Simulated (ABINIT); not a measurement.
HfC:

```xyz
2
Lattice="0.0000 2.3250 2.3250 2.3250 0.0000 2.3250 2.3250 2.3250 0.0000" Properties=species:S:1:pos:R:3 pbc="T T T"
Hf    2.3250    2.3250    2.3250
C     0.0000    0.0000    0.0000
```

```yaml
Program: ABINIT 10.8.3 (patched build)
Task: relaxation of cell and atoms
Functional: PBEsol
Potentials_or_basis: JTH PAW PBE v2.0
Cutoff: 517 eV
k_mesh: 10 × 10 × 10
Occupations: fermi-dirac, width 0.05 eV
Spin: no spin polarisation
```

At the start: pressure -6.4 GPa; volume 12.57 Å³/atom.

**Question.** How do energy, volume and symmetry change on relaxing?

**Answer.** Over 4 steps the energy falls by 6.5 meV/atom and the volume is 12.24 Å³/atom (-2.6 %); space group Fm-3m (No. 225, to 0.05 Å).

Step by step:
```tsv
step	energy change (eV)	largest force (eV/Å)	pressure (GPa)	volume (Å³)
1	0.0000	0.0000	-6.36	25.14
2	-0.0122	0.0000	-1.73	24.65
3	-0.0131	0.0000	0.05	24.48
4	-0.0131	0.0000	0.00	24.48
```

Final structure:
```cif
data_structure
_symmetry_space_group_name_H-M 'P 1'
_symmetry_Int_Tables_number 1
_cell_length_a 3.2592
_cell_length_b 3.2592
_cell_length_c 3.2592
_cell_angle_alpha 60.000
_cell_angle_beta 60.000
_cell_angle_gamma 60.000
_cell_volume 24.48
loop_
_atom_site_label
_atom_site_type_symbol
_atom_site_fract_x
_atom_site_fract_y
_atom_site_fract_z
_atom_site_occupancy
Hf1 Hf 0.50000 0.50000 0.50000 1
C1 C 0.00000 0.00000 0.00000 1
```

Caveat: the PAW data sets were made with another functional, which shifts forces and pressure a little.
